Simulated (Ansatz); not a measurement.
# Al17N18: frames of a relaxation, V_Al, charge +0, atoms relaxed at the host's cell

Level of theory: PBEsol, collinear spin, scalar-relativistic; Ansatz, plane waves to 420 eV (PAW set soft_2), k-mesh 2×2×2 shifted by half a step.

Positions in Å and forces in eV/Å; free energies count from the last frame.

```
35
Lattice="-4.671 2.697 4.984 0.000 -5.393 4.984 4.671 2.697 4.984" Properties=species:S:1:pos:R:3:forces:R:3 pbc="T T T" step=1 dE=0.653eV
Al   -1.557    0.899    7.471    0.545   -0.116    0.308
Al    3.114   -1.798    7.471   -0.117   -0.481    0.403
Al    1.557    0.899    2.487   -0.425    0.745    0.199
Al    1.557    0.899    7.471   -0.445   -0.296    0.234
Al   -3.114   -1.798    7.471    0.592   -0.274    0.149
Al    0.000    3.595    7.471    0.048    0.004    0.006
Al    0.000   -1.798    2.487   -0.024   -0.002    0.256
Al   -1.557    0.899    2.487   -0.862    0.169    0.558
Al   -1.557   -0.899    9.962    0.309   -0.054   -0.747
Al    1.557   -0.899    4.979   -0.524   -0.325    0.014
Al    1.557   -0.899    9.962    0.488    0.243   -0.472
Al    0.000    1.798    4.979    0.062    0.097   -0.727
Al    0.000    1.798    9.962   -0.002   -0.064   -0.130
Al    0.000   -3.595    4.979   -0.168    0.684    0.398
Al    3.114    1.798    4.979   -0.059    0.054   -0.121
Al   -1.557   -0.899    4.979    0.582   -0.321    0.140
Al   -3.114    1.798    4.979    0.054   -0.044   -0.141
N     0.051   -1.784    9.359   -1.004   -0.320    1.399
N    -1.557    0.899    9.374    0.013    0.117    0.083
N     3.114   -1.798    9.374    0.217   -0.101    0.086
N     1.557    0.899    4.390    0.132   -0.098    0.090
N     1.557    0.899    9.374    0.016    0.183    0.103
N    -3.114   -1.798    9.374   -0.071   -0.044    0.206
N     0.000    3.595    9.374   -0.003    0.007    0.057
N     0.000   -1.798    4.390    0.040   -0.018   -0.363
N    -1.557    0.899    4.390   -0.170   -0.033    0.211
N    -1.553   -0.880    6.881   -1.302    0.353   -0.376
N    -3.114    1.798    6.882   -0.094    0.008   -0.135
N     1.612   -0.898    6.868    0.556    0.950   -0.343
N    -0.082   -3.602    6.911    1.709   -1.023   -0.993
N     0.000    1.798    6.882    0.012    0.243   -0.042
N     0.000    1.798   11.866    0.070    0.095   -0.117
N    -1.557   -0.899   11.866    0.100   -0.175   -0.076
N     3.114    1.798    6.882    0.093   -0.063   -0.126
N     1.557   -0.899   11.866   -0.365   -0.102    0.007
```

```
35
Lattice="-4.671 2.697 4.984 0.000 -5.393 4.984 4.671 2.697 4.984" Properties=species:S:1:pos:R:3:forces:R:3 pbc="T T T" step=2 dE=0.140eV
Al   -1.545    0.918    7.482    0.214   -0.225    0.045
Al    3.123   -1.815    7.482   -0.140   -0.163    0.107
Al    1.589    0.891    2.504   -0.497    0.462   -0.097
Al    1.547    0.925    7.485   -0.159   -0.329   -0.003
Al   -3.130   -1.820    7.484    0.448    0.036   -0.030
Al    0.000    3.596    7.472    0.020    0.002   -0.241
Al   -0.001   -1.797    2.474    0.003    0.010    0.003
Al   -1.573    0.906    2.498   -0.352    0.082    0.213
Al   -1.581   -0.882    9.952    0.420   -0.235   -0.389
Al    1.544   -0.906    4.968   -0.118   -0.086    0.194
Al    1.574   -0.890    9.950    0.067    0.036   -0.260
Al    0.000    1.770    4.967    0.023    0.363   -0.358
Al    0.000    1.801    9.966    0.001   -0.073    0.090
Al    0.000   -3.579    4.959   -0.052    0.134    0.484
Al    3.117    1.798    4.984   -0.059    0.042    0.096
Al   -1.543   -0.908    4.965    0.139   -0.070    0.272
Al   -3.117    1.794    4.981    0.073    0.040    0.094
N     0.021   -1.792    9.476   -0.517   -0.166    0.604
N    -1.558    0.915    9.379    0.038   -0.082   -0.095
N     3.126   -1.804    9.379   -0.056    0.010   -0.102
N     1.570    0.890    4.399   -0.046    0.061   -0.118
N     1.558    0.912    9.381   -0.033   -0.053   -0.102
N    -3.125   -1.804    9.382    0.070    0.009   -0.099
N    -0.001    3.596    9.376    0.005    0.001   -0.003
N     0.002   -1.796    4.363   -0.002   -0.011    0.093
N    -1.568    0.890    4.397    0.039    0.078   -0.087
N    -1.649   -0.838    6.853   -0.562    0.116   -0.168
N    -3.109    1.799    6.882   -0.075   -0.031   -0.052
N     1.679   -0.839    6.846    0.161    0.433   -0.134
N    -0.030   -3.710    6.863    0.873   -0.410   -0.465
N     0.000    1.810    6.870   -0.001   -0.068    0.213
N     0.000    1.793   11.868    0.015    0.096   -0.056
N    -1.547   -0.904   11.854   -0.070    0.028    0.201
N     3.109    1.806    6.886    0.102   -0.068   -0.083
N     1.546   -0.905   11.854    0.031    0.032    0.234
```

```
35
Lattice="-4.671 2.697 4.984 0.000 -5.393 4.984 4.671 2.697 4.984" Properties=species:S:1:pos:R:3:forces:R:3 pbc="T T T" step=4 dE=0.000eV
Al   -1.541    0.917    7.485   -0.006   -0.014   -0.002
Al    3.122   -1.819    7.485   -0.009    0.014   -0.001
Al    1.581    0.904    2.502   -0.016    0.003   -0.002
Al    1.543    0.917    7.485    0.007   -0.014   -0.001
Al   -3.121   -1.819    7.485    0.010    0.012   -0.002
Al    0.001    3.596    7.453    0.000    0.000   -0.013
Al    0.001   -1.797    2.479    0.000    0.000    0.003
Al   -1.579    0.904    2.502    0.015    0.000   -0.001
Al   -1.575   -0.887    9.946    0.003   -0.001    0.008
Al    1.548   -0.904    4.965   -0.001   -0.001    0.010
Al    1.577   -0.887    9.946   -0.002   -0.001    0.009
Al    0.001    1.776    4.963   -0.001    0.002    0.007
Al    0.001    1.801    9.970    0.001   -0.005   -0.002
Al    0.001   -3.583    4.965   -0.001    0.001    0.010
Al    3.116    1.797    4.986   -0.004    0.003   -0.002
Al   -1.546   -0.904    4.965    0.001    0.000    0.008
Al   -3.115    1.797    4.986    0.005    0.003   -0.001
N     0.001   -1.797    9.574    0.000    0.000    0.009
N    -1.553    0.905    9.372    0.002    0.007   -0.003
N     3.117   -1.802    9.372    0.006   -0.005   -0.003
N     1.564    0.900    4.389    0.007   -0.002   -0.004
N     1.555    0.905    9.372   -0.002    0.007   -0.004
N    -3.116   -1.802    9.372   -0.006   -0.006   -0.003
N     0.001    3.596    9.370   -0.001    0.000   -0.003
N     0.001   -1.797    4.381    0.001    0.000   -0.001
N    -1.562    0.900    4.389   -0.007   -0.002   -0.002
N    -1.718   -0.805    6.823   -0.002    0.001   -0.001
N    -3.110    1.800    6.885    0.003    0.002    0.000
N     1.720   -0.805    6.823    0.001    0.001   -0.001
N     0.001   -3.782    6.823    0.002   -0.002   -0.002
N     0.001    1.799    6.881    0.000    0.005   -0.003
N     0.001    1.795   11.869    0.000   -0.004    0.001
N    -1.556   -0.898   11.865    0.004   -0.002   -0.005
N     3.112    1.800    6.885   -0.004    0.002   -0.001
N     1.557   -0.898   11.865   -0.004   -0.002   -0.002
```
